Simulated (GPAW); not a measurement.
# ZnS (Wurtzite-2H) (P6_3mc) in GPAW: further runs

Aim: see how the results for ZnS (Wurtzite-2H) move with the level of theory and the settings. Levels: PBE, optB88-vdW. Tasks: equation of state, band structure.

All numbers are computed with GPAW 26.7.0; they aren't measurements. Logs are shortened: lines on timing, memory, paths and dates and some standing lists are left out, and cuts for length are marked. The log counts tension as positive stress, the text compression.

**What was measured.**

A printed reference work, monograph reports, for a bulk crystal of ZnS at 4 K: band gap 3.911 eV (direct).

The runs below are set against these values where they give the same quantity.

### Step 1. The structure

It takes space group P6_3mc (No. 186, hexagonal). Conventional cell: a = 3.811 Å, b = 3.811 Å, c = 6.234 Å, α = 90.00°, β = 90.00°, γ = 120.00°. Zn (site symmetry 3m) has 4 S at 2.31 to 2.40 Å as nearest neighbours. S (site symmetry 3m) is surrounded by 4 Zn at 2.31 to 2.40 Å.

### Step 2. Equation of state, PBE

run.py

```python
from ase.eos import EquationOfState
from ase.io import Trajectory
from ase.spacegroup import crystal
from ase.units import GPa
from gpaw import GPAW, PW, setup_paths

setup_paths.insert(0, '.')

# Zn 2b
# S 2b
atoms = crystal(['Zn', 'S'],
                basis=[[0.6666666667, 0.3333333333, 0.5],
                       [0.6666666667, 0.3333333333, 0.885]],
                spacegroup=186, setting=1,  # P6_3mc
                cellpar=[3.811, 3.811, 6.234, 90.0, 90.0, 120.0],
                primitive_cell=True)

traj = Trajectory('eos.traj', 'w')
volumes, energies = [], []
for x in [0.94, 0.96, 0.98, 1.0, 1.02, 1.04, 1.06]:
    a = atoms.copy()
    a.set_cell(atoms.cell * x**(1 / 3), scale_atoms=True)
    calc = GPAW(mode=PW(1100),
                xc='PBE',
                kpts={'size': (6, 6, 3), 'gamma': True},
                occupations={'name': 'fermi-dirac', 'width': 0.05},
                setups='sg15',
                nbands=-13,
                convergence={'density': 1e-05, 'energy': 1e-05},
                maxiter=150,
                txt=f'eos-{x:.2f}.txt')
    a.calc = calc
    energies.append(a.get_potential_energy(force_consistent=True))
    volumes.append(a.get_volume())
    p = -a.get_stress()[:3].mean() / GPa
    calc.write(f'eos-{x:.2f}.gpw')
    traj.write(a)
    print(f'{x:.2f} {volumes[-1]:10.4f} A^3 {energies[-1]:14.6f} eV {p:9.3f} GPa', flush=True)

v0, e0, B = EquationOfState(volumes, energies, eos='birchmurnaghan').fit()
print(f'V0 = {v0:.4f} A^3, E0 = {e0:.6f} eV, B0 = {B / GPa:.2f} GPa')
```

Potentials or basis: SG15 ONCV 1.2, pw.

Started as:

```bash
OMP_NUM_THREADS=1 python run.py
```

The log of the run:

```text
__  _  _
 | _ |_)|_||  |
 |__||  | ||/\| - 26.7.0

Input parameters:
  mode=PW(ecut=1100.0),
  convergence={'density': 1e-05, 'energy': 1e-05},
  kpts=MonkhorstPack(size=(6, 6, 3), gamma=True),
  maxiter=150,
  nbands=-13,
  occupations=Occupations(name='fermi-dirac', width=0.05),
  setups={'default': 'sg15'},
  xc=XC(name='PBE')

Diagonalizing LCAO Hamiltonian
Converting LCAO to pw mode

           S

           Zn
        S

        Zn

Atoms  # Å, Bohr magnetons
|   | symbol |         x |        y |        z |    initial magnetic moments |
|---|--------|-----------|----------|----------|-----------------------------|
| 0 |     Zn |  1.866601 | 1.077683 | 3.053370 | ( 0.0000,  0.0000,  0.0000) |
| 1 |     Zn | -0.000000 | 2.155366 | 0.000000 | ( 0.0000,  0.0000,  0.0000) |
| 2 |      S |  1.866601 | 1.077683 | 5.404465 | ( 0.0000,  0.0000,  0.0000) |
| 3 |      S | -0.000000 | 2.155366 | 2.351095 | ( 0.0000,  0.0000,  0.0000) |

Unit cell  # Å
| periodic |         x |        y |        z |  lengths |     angles |
|----------|-----------|----------|----------|----------|------------|
|      yes |  3.733203 | 0.000000 | 0.000000 | 3.733203 |  90.000000 |
|      yes | -1.866601 | 3.233048 | 0.000000 | 3.733203 |  90.000000 |
|      yes |  0.000000 | 0.000000 | 6.106740 | 6.106740 | 120.000000 |

Number of symmetries: 6
Symmetry operations  # r_c * U_cc + t_c -> r_c
|   | kind |            matrix            |
|---|------|------------------------------|
| 0 |  σ   |  1, 1, 0,  0,-1, 0,  0, 0, 1 |
| 1 |  E   |  1, 0, 0,  0, 1, 0,  0, 0, 1 |
| 2 |  C3  |  0, 1, 0, -1,-1, 0,  0, 0, 1 |
| 3 |  σ   |  0,-1, 0, -1, 0, 0,  0, 0, 1 |
| 4 |  σ   | -1, 0, 0,  1, 1, 0,  0, 0, 1 |
| 5 |  C3  | -1,-1, 0,  1, 0, 0,  0, 0, 1 |

BZ-sampling:
  Number of BZ points: 108
  Number of IBZ points: 17

  Monkhorst-Pack size: [6, 6, 3]
  Monkhorst-Pack shift: [0.08333333333333333, 0.08333333333333333, 0.0]

K-points  # in reciprocal-cell coordinates
|     |                                coordinates |     weight |
|-----|--------------------------------------------|------------|
|   0 | (  0.00000000,   0.00000000,   0.00000000) | 0.00925926 |
|   1 | (  0.00000000,   0.00000000,   0.33333333) | 0.01851852 |
|   2 | (  0.16666667,   0.00000000,  -0.33333333) | 0.05555556 |
|   3 | (  0.16666667,   0.00000000,   0.00000000) | 0.05555556 |
|   4 | (  0.16666667,   0.00000000,   0.33333333) | 0.05555556 |
|   5 | (  0.33333333,  -0.16666667,   0.00000000) | 0.05555556 |
|   6 | (  0.33333333,  -0.16666667,   0.33333333) | 0.11111111 |
|   7 | (  0.33333333,   0.00000000,  -0.33333333) | 0.05555556 |
|   8 | (  0.33333333,   0.00000000,   0.00000000) | 0.05555556 |
|   9 | (  0.33333333,   0.00000000,   0.33333333) | 0.05555556 |
| ... |                                            |            |
|  16 | (  0.50000000,   0.50000000,   0.33333333) | 0.05555556 |

Plane wave coefficients: 6129
Cutoff: 1100.0 eV

Spin-components: 1 (collinear spins)
Bands:           39
Projectors:      20
Spin-degeneracy: 2
Datatype:        complex128

Parallelization:
  kpt:    1
  domain: 1
  band:   1

Density:
  Valence electrons: 52.0
  Components: 1
  Grid points: [30 30 48]
  Charge: 0.0  # |e|

Potential:
  Grid points: [30 30 48]

species:
  Norm-conserving UPF setup:
    Element:   Zn
    Z:         30
    Valence: 20.0
  Projectors:
    l=0 rcut=2.09
    l=0 rcut=2.09
    l=1 rcut=2.09
    l=1 rcut=2.09
    l=2 rcut=2.09
    l=2 rcut=2.09
  No states stored on this setup
  Local potential cutoff: 2.2
  Comp charge cutoff:     2.2
  File: ./Zn_ONCV_PBE-1.2.upf

    LCAO basis set for Zn:
      Name: atompaw.sz
      This basis set was not loaded from a file
      Number of radial functions: 4
      Number of spherical harmonics: 10
        l=0, rc=8.9500 Bohr: 3s e=-4.757 f=2.000
        l=0, rc=8.9500 Bohr: 4s e=-0.232 f=2.000
        l=1, rc=8.9500 Bohr: 3p e=-3.064 f=6.000
        l=2, rc=8.9500 Bohr: 3d e=-0.371 f=10.000
      Number of RI-basis functions 0

  Norm-conserving UPF setup:
    Element:    S
    Z:         16
    Valence:  6.0
  Projectors:
    l=0 rcut=2.15
    l=0 rcut=2.15
    l=1 rcut=2.15
    l=1 rcut=2.15
  No states stored on this setup
  Local potential cutoff: 2.44
  Comp charge cutoff:     2.44
  File: ./S_ONCV_PBE-1.2.upf

    LCAO basis set for S:
      Name: atompaw.sz
      This basis set was not loaded from a file
      Number of radial functions: 2
      Number of spherical harmonics: 4
        l=0, rc=8.9500 Bohr: 3s e=-0.634 f=2.000
        l=1, rc=8.9500 Bohr: 3p e=-0.259 f=4.000
      Number of RI-basis functions 0

Reference energy: 0.000000  # eV

eigensolver:
  PPCG
  Converge bands: occupied
  niter=2

density mixing:
  MSR1-Mixer
  Pratt-step length: 0.05
  Maximum mixing coefficient: 0.75
  Old densities: 10
  SVD Regularization: 0.005
  Good broyden scale: 1.0
  Trust region scale: 1.0
  Backstep threshold: 4.0
  History deletion threshold: 6.0
  Fourier metric: weight=20.0, sigma=0.015

occupation numbers:
  Fermi-Dirac:
    width: 0.0500  # eV

poisson solver:
  ecut: 8800.0  # eV

xc functional:
  name: PBE with 2 nearest neighbor stencil

convergence criteria:
- Maximum integral of absolute [dens]ity change: 1e-05 electrons / valence electron
- Maximum [total energy] change in last 3 cyles: 1e-05 eV / valence electron
- Maximum integral of absolute [eigenst]ate change: 4e-08 eV^2 / valence electron
maximum number of iterations: 150

SCF iterations
|iter     | |      energy | eigst |  dens |
|---------|-|-------------|-------|-------|
|iter:   1| |-11453.581924 | +0.55 |       |
|iter:   2| |-11453.992340 | -0.86 | -1.24 |
|iter:   3| |-11453.440147 | -1.13 | -1.32 |
|iter:   4| |-11453.366415 | -2.39 | -1.56 |
|iter:   5| |-11453.304603 | -2.07 | -1.76 |
|iter:   6| |-11453.304726 | -3.36 | -2.47 |
|iter:   7| |-11453.304963c| -4.69 | -2.79 |
|iter:   8| |-11453.304966c| -5.88 | -3.66 |
|iter:   9| |-11453.304966c| -6.79 | -4.02 |
|iter:  10| |-11453.304966c| -7.27 | -4.43 |
|iter:  11| |-11453.304966c| -7.86c| -5.18c|

Converged in 11 steps
Energy contributions relative to reference atoms: (reference = 0.000000)

Energy contributions:
  Kinetic:        1365.238632
  Coulomb:      -13436.881388
  Zero:           1735.835560
  External:          0.000000
  Xc:            -1117.497771
  Entropy:          -0.000000
  Spinorbit:         0.000000
  ----------------------------
  Free energy:  -11453.304966
  Extrapolated: -11453.304966

dipole moment: (-0.000003, 0.000002, -56.695555)  # |e|*Ang

Fermi level: 5.844
Eigenvalues  # (at kpt = [0.000, 0.000, 0.000])
| band index |      eig [eV] | occ [0-2] |
|------------|---------------|-----------|
|          0 |      -120.247 |     2.000 |
|        ... |               |           |
|         18 |        -1.158 |     2.000 |
|         19 |        -1.032 |     2.000 |
|         20 |        -0.714 |     2.000 |
|         21 |         3.877 |     2.000 |
|         22 |         3.877 |     2.000 |
|         23 |         4.808 |     2.000 |
[... 8 lines left out ...]
|         32 |        12.482 |     0.000 |
|         33 |        14.435 |     0.000 |
|        ... |               |           |
|         38 |        17.334 |     0.000 |

Gap: 2.540 eV
Transition (v -> c):
  (s=0, k=0, n=25, [0.00, 0.00, 0.00]) -> (s=0, k=0, n=26, [0.00, 0.00, 0.00])
No difference between direct/indirect transitions

Stress tensor  # eV/Ang^3
|         x |         y |         z |
|-----------|-----------|-----------|
| -0.057378 |  0.000000 |  0.000000 |
|  0.000000 | -0.057378 | -0.000000 |
|  0.000000 | -0.000000 | -0.037739 |

# Writing to eos-0.94.gpw (mode='')
```

It took 6.6 min on 1 thread of Intel Xeon Platinum 8488C (Sapphire Rapids), shared host; peak memory 0.46 GiB.

Results:

```yaml
Equilibrium_volume: 20.29 Å³/atom
Bulk_modulus_at_fixed_shape_and_positions: 68 GPa
Pressure_derivative_of_the_bulk_modulus: "4.7 (rough: it moves with the points fitted)"
```

Energy against volume, from the lowest point:
```tsv
volume (Å³/atom)	energy (meV/atom)
18.427	43.71
18.819	26.10
19.211	13.41
19.603	5.11
19.995	0.66
20.387	0.00
20.779	2.19
```

Caveat: the cell was scaled at fixed shape and fractional positions, which overstates the stiffness of a crystal with free parameters, most of all of layers and chains.

### Step 3. Band structure, optB88-vdW

run.py

```python
from ase.dft.bandgap import bandgap
from ase.io import read, write
from gpaw import GPAW, PW

atoms = read('ZnS.cif')

calc = GPAW(mode=PW(600),
            xc={'name': 'optB88-vdW', 'backend': 'libvdwxc'},
            kpts={'size': (6, 6, 3), 'gamma': True},
            occupations={'name': 'fermi-dirac', 'width': 0.05},
            nbands=31,
            convergence={'density': 1e-05, 'energy': 1e-05},
            maxiter=150,
            legacy_gpaw=True,
            txt='gpaw.txt')
atoms.calc = calc
energy = atoms.get_potential_energy()
forces = atoms.get_forces()
calc.write('gs.gpw')
write('result.traj', atoms)
print(f'Energy: {energy:.6f} eV')
print('Forces (eV/A):')
print(forces.round(4))
print('Fermi level:', round(calc.get_fermi_level(), 4), 'eV')
print(f'Gap: {bandgap(calc)[0]:.4f} eV, direct: {bandgap(calc, direct=True)[0]:.4f} eV')

path = atoms.cell.bandpath('GMKGALHA,LM,KH', npoints=80, eps=1e-4)
bs_calc = calc.fixed_density(kpts=path, symmetry='off', nbands=48,
                             convergence={'bands': 'CBM+6.0', 'eigenstates': 1e-6}, txt='bands.txt')
bs = bs_calc.band_structure()
bs.write('bs.json')
print(f'Gap on the path: {bandgap(bs_calc)[0]:.4f} eV')
```

ZnS.cif

```cif
data_ZnS
_cell_length_a 3.81100000
_cell_length_b 3.81100000
_cell_length_c 6.23400000
_cell_angle_alpha 90.00000000
_cell_angle_beta 90.00000000
_cell_angle_gamma 120.00000000
_space_group_name_H-M_alt 'P1'
_space_group_name_Hall 'P 1'
_space_group_IT_number 1
loop_
_space_group_symop_operation_xyz
'x,y,z'
loop_
_atom_site_label
_atom_site_type_symbol
_atom_site_symmetry_multiplicity
_atom_site_Wyckoff_symbol
_atom_site_fract_x
_atom_site_fract_y
_atom_site_fract_z
_atom_site_occupancy
Zn1 Zn 1 a 0.6666666667 0.3333333333 0.5000000000 1
Zn2 Zn 1 a 0.3333333333 0.6666666667 0.0000000000 1
S1 S 1 a 0.6666666667 0.3333333333 0.8850000000 1
S2 S 1 a 0.3333333333 0.6666666667 0.3850000000 1
```

Potentials or basis: GPAW PAW data sets (gpaw-data 1.2.1), pw.

Started as:

```bash
OMP_NUM_THREADS=1 python run.py
```

Wall time 2.1 min (1 thread of Intel Xeon Platinum 8488C (Sapphire Rapids), shared host); peak memory 0.49 GiB.

Results (log left out):

```
Free energy             : -74.5470 eV
Largest force           : 0.342 eV/Å
Band gap on the k mesh  : 2.25 eV, direct
Band gap along the path : 2.25 eV, direct
```

Forces on the atoms (eV/Å):
```
Zn   0.000  0.000  0.342
Zn   0.000  0.000  0.341
S    0.000  0.000 -0.341
S    0.000  0.000 -0.341
```

Levels at the corners of the path, in eV from the valence-band top:
| point | band 14 | band 15 | band 16 | band 17 | band 18 | band 19 | band 20 | band 21 | band 22 | band 23 |
| --- | --- | --- | --- | --- | --- | --- | --- | --- | --- | --- |
| Γ | -0.84 | -0.84 | -0.01 | -0.01 | 0.00 | 2.25 | 3.03 | 6.33 | 6.33 | 6.64 |
| M | -4.19 | -3.11 | -2.21 | -1.54 | -0.96 | 3.62 | 4.28 | 5.16 | 7.15 | 7.40 |
| K | -4.32 | -3.84 | -2.19 | -2.18 | -2.18 | 4.45 | 5.93 | 5.93 | 7.83 | 7.94 |
| Γ | -0.84 | -0.84 | -0.01 | -0.01 | 0.00 | 2.25 | 3.03 | 6.33 | 6.33 | 6.64 |
| A | -2.76 | -0.44 | -0.44 | -0.44 | -0.44 | 3.53 | 3.53 | 6.76 | 6.76 | 6.76 |
| L | -4.89 | -1.63 | -1.63 | -1.51 | -1.51 | 3.62 | 3.62 | 5.18 | 5.18 | 8.98 |
| H | -4.74 | -3.09 | -3.09 | -1.23 | -1.23 | 4.57 | 4.57 | 6.44 | 6.44 | 7.34 |
| A | -2.76 | -0.44 | -0.44 | -0.44 | -0.44 | 3.53 | 3.53 | 6.76 | 6.76 | 6.76 |
| L | -4.89 | -1.63 | -1.63 | -1.51 | -1.51 | 3.62 | 3.62 | 5.18 | 5.18 | 8.98 |
| M | -4.19 | -3.11 | -2.21 | -1.54 | -0.96 | 3.62 | 4.28 | 5.16 | 7.15 | 7.40 |
| K | -4.32 | -3.84 | -2.19 | -2.18 | -2.18 | 4.45 | 5.93 | 5.93 | 7.83 | 7.94 |
| H | -4.74 | -3.09 | -3.09 | -1.23 | -1.23 | 4.57 | 4.57 | 6.44 | 6.44 | 7.34 |

Caveat: the PAW data sets were made with another functional, which shifts forces and pressure a little.

### Step 4. Equation of state, PBE

run.py

```python
from ase.eos import EquationOfState
from ase.io import Trajectory, read
from ase.units import GPa
from gpaw import GPAW, PW

atoms = read('ZnS.xyz')

traj = Trajectory('eos.traj', 'w')
volumes, energies = [], []
for x in [0.94, 0.96, 0.98, 1.0, 1.02, 1.04, 1.06]:
    a = atoms.copy()
    a.set_cell(atoms.cell * x**(1 / 3), scale_atoms=True)
    calc = GPAW(mode=PW(600),
                xc='PBE',
                kpts={'size': (6, 6, 3), 'gamma': True},
                occupations={'name': 'fermi-dirac', 'width': 0.05},
                setups={'S': 'v3'},
                nbands=-13,
                convergence={'density': 1e-05, 'energy': 1e-05},
                maxiter=150,
                txt=f'eos-{x:.2f}.txt')
    a.calc = calc
    energies.append(a.get_potential_energy(force_consistent=True))
    volumes.append(a.get_volume())
    p = -a.get_stress()[:3].mean() / GPa
    calc.write(f'eos-{x:.2f}.gpw')
    traj.write(a)
    print(f'{x:.2f} {volumes[-1]:10.4f} A^3 {energies[-1]:14.6f} eV {p:9.3f} GPa', flush=True)

v0, e0, B = EquationOfState(volumes, energies, eos='birchmurnaghan').fit()
print(f'V0 = {v0:.4f} A^3, E0 = {e0:.6f} eV, B0 = {B / GPa:.2f} GPa')
```

ZnS.xyz

```xyz
4
Lattice="3.8110000000 0.0000000000 0.0000000000 -1.9055000000 3.3004228138 0.0000000000 0.0000000000 0.0000000000 6.2340000000" Properties=species:S:1:pos:R:3 pbc="T T T"
Zn     1.9055000002      1.1001409378      3.1170000000
Zn    -0.0000000002      2.2002818760      0.0000000000
S      1.9055000002      1.1001409378      5.5170900000
S     -0.0000000002      2.2002818760      2.4000900000
```

Potentials or basis: GPAW PAW data sets (gpaw-data 1.2.1), newer versions, pw.

Started as:

```bash
OMP_NUM_THREADS=1 python run.py
```

Run time: 2.5 min. Hardware: 1 thread of Intel Xeon Platinum 8488C (Sapphire Rapids), shared host; peak memory 0.34 GiB.

Results (log left out):

```yaml
Equilibrium_volume: 20.25 Å³/atom
Bulk_modulus_at_fixed_shape_and_positions: 70 GPa
Pressure_derivative_of_the_bulk_modulus: 4.4
```

Energy against volume, from the lowest point:
```csv
volume (Å³/atom),energy (meV/atom)
18.427,41.88
18.819,24.75
19.211,12.45
19.603,4.51
19.995,0.49
20.387,0.00
20.779,2.68
```

Caveat: the cell was scaled at fixed shape and fractional positions, which overstates the stiffness of a crystal with free parameters, most of all of layers and chains.

### Step 5. Summary

| task | level | potentials or basis | cutoff (eV) | older calculator (legacy_gpaw) | band path | band points | data set | V0 of scaled cells (Å³/atom) | B0 (GPa) |
| --- | --- | --- | --- | --- | --- | --- | --- | --- | --- |
| equation of state | PBE | SG15 ONCV 1.2, pw | 1100 | - | - | - | - | 20.29 | 68 |
| band structure | optB88-vdW | GPAW PAW data sets (gpaw-data 1.2.1), pw | 600 | yes | GMKGALHA,LM,KH | 80 | - | - | - |
| equation of state | PBE | GPAW PAW data sets (gpaw-data 1.2.1), newer versions, pw | 600 | - | - | - | S v3 | 20.25 | 70 |

Alike in all rows: no spin polarisation; cell as given; k mesh 6 × 6 × 3; smearing fermi-dirac 0.05 eV.

Caveats: the cell was scaled at fixed shape and fractional positions, which overstates the stiffness of a crystal with free parameters, most of all of layers and chains (some runs); the PAW data sets were made with another functional, which shifts forces and pressure a little (some runs).

Total energies depend on the potentials used, so only differences within one code and one set of settings carry meaning.

### Step 6. How close it comes

Step 3. Against the measured gap of ZnS, 3.911 eV (direct; 4 K; a printed reference work, monograph), the calculated 2.25 eV is off by -1.66 eV. The value is that of optB88-vdW, without temperature or zero-point motion.
